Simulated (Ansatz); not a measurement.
The cell is COD entry 9008997, as deposited and not checked against the literature; nothing was relaxed.

BN: DFT, PBEsol, PAW with Ansatz's default frozen-core files, scalar-relativistic (Ansatz 0.2.0).

Command: `ansatz run input.yaml --threads 1 --pin off --max-ram 6144MiB --backend cpu --events-out ev --progress --plain --runs-dir out` The run took 37 s on 1 thread of Arm Neoverse V2, with other jobs on the host, peak memory 0.32 GiB.

```yaml
crystal:
  lattice:
    - [2.5039917043, 0.0, 0.0]
    - [-1.2519958522, 2.1685204268, 0.0]
    - [0.0, 0.0, 6.6612]
  atoms:
    - { symbol: B, position: [0.3333333333, 0.6666666667, 0.25] }
    - { symbol: B, position: [0.6666666667, 0.3333333333, 0.75] }
    - { symbol: "N", position: [0.3333333333, 0.6666666667, 0.75] }
    - { symbol: "N", position: [0.6666666667, 0.3333333333, 0.25] }
kpoints:
  mp_grid: { grid: [11, 11, 4] }
  band_path:
    path:
      - [0.0, 0.0, 0.0]
      - [0.5, 0.0, 0.0]
      - [0.3333333333, 0.3333333333, 0.0]
      - [0.0, 0.0, 0.0]
      - [0.0, 0.0, 0.5]
      - [0.5, 0.0, 0.5]
      - [0.3333333333, 0.3333333333, 0.5]
      - [0.0, 0.0, 0.5]
      - [0.5, 0.0, 0.5]
    npoints: 14
scf:
  occupations: { method: fermi_dirac, width: 0.02 }
hamiltonian:
  xc: pbesol
  pseudopotentials: { kind: paw }
output:
  forces: true
  stress: true
  eigenvalues: true
  efg: { contact_densities: true }
  populations: true
  bader: true
  dos: { projected: true, de: 0.2, e_range: [-14, 8] }
  write_density: true
  write_potential: true
  elf: true
  volumetric_format: npy
```

Output:

```
Engine: ansatz 0.2.0
Pseudopotentials: kind: paw
Pseudopotential: B, paw, valence charge 3, recommended cutoff 420 eV (normal)
Pseudopotential: N, paw, valence charge 5, recommended cutoff 420 eV (normal)
Functional definition: PBEsol
  exchange = pbesol_x
  correlation = pbesol_c
Crystal: 4 atoms, lattice volume = 36.170 Å³
Basis set: ecut = 420 eV, 713 PW (Γ), exchange–correlation on 36×36×90 points (8 copies of the dense FFT grid, shifted against one another)
Bands: 12, of which v1, the nominal top of the filled ones, is band 8 counted from 1 (7 counted from 0)
Symmetry: 24 space group operations
Space group: P63/mmc (ITA 194), of the structure as read, at distance tolerance 3.3e-5 Å
k-points: 48 of 484
Non-local potential: B, projectors of the file, l = 0: 2, l = 1: 2, l = 2: 1
Non-local potential: N, projectors of the file, l = 0: 2, l = 1: 2, l = 2: 1
PAW form: soft (Blöchl's): semilocal exchange-correlation on the pseudo side does not see the compensation charge
PAW frozen core: B, regenerated for the run's functional, and the local potential with it (the file was generated under x = pbe(κ = 0.804, μ = 0.2195149727645171), c = pbe(β = 0.06672455060314922))
PAW frozen core: N, regenerated for the run's functional, and the local potential with it (the file was generated under x = pbe(κ = 0.804, μ = 0.2195149727645171), c = pbe(β = 0.06672455060314922))
PAW one-centre angular grid: B, 110 points (default); XC on 64 Gauss nodes
PAW one-centre angular grid: N, 110 points (default); XC on 64 Gauss nodes
Initial density: superposition of atomic densities (neutral atoms: chi_scale 0, normalization atom), corrected by the library's trained network
Initial wavefunctions: pseudopotential atomic-orbital guess
Functional: x = pbesol(κ = 0.804, μ = 0.12345679012345678), c = pbesol(β = 0.046)
SCF iter   1: F=—  HF=-1067.560461 eV  |F-HF|=—  |Δ(HF+E_count)|=         —  Δρ=8.62e-3  dr2=2.42e-2  ethr=1.77e-3  ⟨swp⟩=6.4  Hψ=3565  notcnv=0
preconditioner: auto → none  [insulator: Δε(μ)=4.140 eV  Ē_g=15.680 eV  σ=0.020 eV  W_gap=1.00  n_scr=4 (ndim 8)  ℏωp=24.7 eV  f_vac=0.023  D(μ)=0.00/eV (n_scr^D=0)  ε∞_Penn≈3.5]
SCF iter   2: F=—  HF=-1067.554609 eV  |F-HF|=—  |Δ(HF+E_count)|=   5.85e-3  Δρ=3.05e-3  dr2=2.34e-3  ethr=1.51e-4  ⟨swp⟩=2.6  Hψ=1468  notcnv=0
SCF iter   3: F=—  HF=-1067.554064 eV  |F-HF|=—  |Δ(HF+E_count)|=   5.45e-4  Δρ=8.40e-4  dr2=1.61e-4  ethr=1.46e-5  ⟨swp⟩=2.1  Hψ=1060  notcnv=0
SCF iter   4: F=—  HF=-1067.554148 eV  |F-HF|=—  |Δ(HF+E_count)|=   8.37e-5  Δρ=1.35e-4  dr2=2.96e-6  ethr=1.01e-6  ⟨swp⟩=2.8  Hψ=985  notcnv=0
SCF iter   5: F=—  HF=-1067.554152 eV  |F-HF|=—  |Δ(HF+E_count)|=   4.15e-6  Δρ=1.49e-5  dr2=3.75e-8  ethr=1.85e-8  ⟨swp⟩=2.2  Hψ=894  notcnv=0
SCF iter   6: F=-1067.554152 eV  HF=-1067.554152 eV  |F-HF|=1.00e-9  |Δ(HF+E_count)|=   6.36e-8  Δρ=1.13e-6  dr2=2.62e-10  ethr=2.34e-10  ⟨swp⟩=5.3  Hψ=3217  notcnv=0
the search or the solves at the SCF's close seem to have found levels that the self-consistency loop had missed (the run counts 1). By its estimate they hold under 1e-12 electrons; where the run keeps them, the occupations were computed again with them
SCF 1 converged in 6 iterations: F = -1067.554152 eV  dr2 = 2.62e-10
  greatest PAW one-centre occupation: 0.795 electrons in one spin orbital (limit 2), on the N atom at site 3 (counted from 0), in its partial waves of l = 0
NSCF: frozen V_eff on 113 k-points
SCF converged after 6 iterations
Free energy (F): -1067.554152 eV
Harris-Foulkes:  -1067.554152 eV  (|F-HF|=1.00e-9)
Internal energy: -1067.554152 eV  (E = F + TS)
E sigma→0 (E₀):  -1067.554152 eV
Fermi energy:    6.778531 eV
--- Per-component energies (eV) ---
  E_band       = -39.721459
  E_kinetic    = 365.571614
  E_local      = -694.071458  (includes V_loc(G=0)·N_el)
  E_nonlocal   = 116.001832
  E_hartree    = 223.046255
  E_xc         = -182.453236
  E_vxc        = -227.364729  (∫ρ·V_xc dr)
  E_paw        = -397.859689  (= ΣΔE_a)
  E_vpaw       = -45.951619  (= ΣTr[D̂ρ^β])
  E_aug_tail   = 0.000197  (compensation charges beyond the density's cutoff)
  E_ewald      = -497.875287
  E_core_change = 0.085620  (= ΣΔE_core)
  E_smearing   = -0.000000  (= −TS)
  E_closure    = -0.000000  (closes the sum)
  Σ components = -1067.554152   (vs F -1067.554152, Δ=0.00e0)
--- Forces (eV/Å), atoms counted from 1 ---
  atom   1  B      0.00000000    -0.00000000     0.00000000
  atom   2  B     -0.00000000     0.00000000     0.00000000
  atom   3  N      0.00000000    -0.00000000     0.00000000
  atom   4  N     -0.00000000     0.00000000     0.00000000
  max |Σ_I F_I| component: 8.10e-17 eV/Å
--- Stress (GPa, compression-positive) ---
        0.231283      -0.000000       0.000000
       -0.000000       0.231283       0.000000
        0.000000       0.000000       0.834876
  P = ⅓ Tr σ = 0.4325 GPa (4.325 kbar)
--- PAW observables at the nuclei: V_zz in 10²¹ V/m², potentials from the cell's mean, atoms counted from 1 ---
  atom   1  B  V_zz =    +2.794195   η = 0.0000   by run symmetry: allowed
            electrostatic potential = -322.128487 V   contact ρ = 482.117328 e/Å³
  atom   2  B  V_zz =    +2.794195   η = 0.0000   by run symmetry: allowed
            electrostatic potential = -322.128487 V   contact ρ = 482.117328 e/Å³
  atom   3  N  V_zz =    -0.106558   η = 0.0000   by run symmetry: allowed
            electrostatic potential = -511.767479 V   contact ρ = 1401.151197 e/Å³
  atom   4  N  V_zz =    -0.106558   η = 0.0000   by run symmetry: allowed
            electrostatic potential = -511.767479 V   contact ρ = 1401.151197 e/Å³
--- Band table (eV; the first three rows and the last of 48) ---
  k-point 0: bands = ["-13.1287", "-12.8322", "-1.6504", "0.4957", "3.3195", "3.3195", "3.3548", "3.3548", "9.6641", "14.7651", "16.1522", "16.1522"]
  k-point 1: bands = ["-13.0875", "-12.8781", "-1.3898", "0.1050", "3.3249", "3.3249", "3.3503", "3.3503", "10.3699", "13.8616", "16.1701", "16.1701"]
  k-point 2: bands = ["-12.9852", "-12.9852", "-0.7031", "-0.7031", "3.3374", "3.3374", "3.3374", "3.3374", "12.0479", "12.0479", "16.2129", "16.2129"]
  k-point 47: bands = ["-9.3437", "-9.3437", "-3.4809", "-3.4809", "-2.1592", "-2.1592", "4.5085", "4.5085", "9.2705", "9.2705", "16.5356", "16.5356"]
--- Löwdin populations: 4 sites ---
  site symbol       q [e]
     0      B      2.6192
     1      B      2.6192
     2      N      5.3249
     3      N      5.3249
  spilling = 0.006985 (of n_electrons = 16.000000)
--- Bader charges: 4 sites ---
  site symbol  charge [e]  shift [e]
     0      B      2.2176     0.0005
     1      B      2.2176     0.0005
     2      N     -2.2176     0.0005
     3      N     -2.2176     0.0005
  estimated error of the sums over rays = 3.7e-4 e
```

populations.tsv:

```
# site	symbol	l	j	q
# orbitals = lowdin
# n_electrons = 16.000000
# spilling = 0.006985
0	B	0_2S	-	0.626398
0	B	1_2P	-	1.992803
1	B	0_2S	-	0.626398
1	B	1_2P	-	1.992803
2	N	0_2S	-	1.145838
2	N	1_2P	-	4.179081
3	N	0_2S	-	1.145838
3	N	1_2P	-	4.179081
```

bader_charges.tsv:

```
# site	symbol	x_ang	y_ang	z_ang	partial_charge_e	electrons	volume_ang3	relative_density_drop	shared_charge_e	partial_wave_shift_e
# quadrature_error_electrons = 3.7e-4
0	B	0.0000	1.4457	1.6653	2.21762	2.78238	2.15	-	2.21762	0.00045
1	B	1.2520	0.7228	4.9959	2.21762	2.78238	2.15	-	2.21762	0.00045
2	N	0.0000	1.4457	4.9959	-2.21762	9.21762	15.93	-	-2.21762	0.00045
3	N	1.2520	0.7228	1.6653	-2.21762	9.21762	15.93	-	-2.21762	0.00045
```
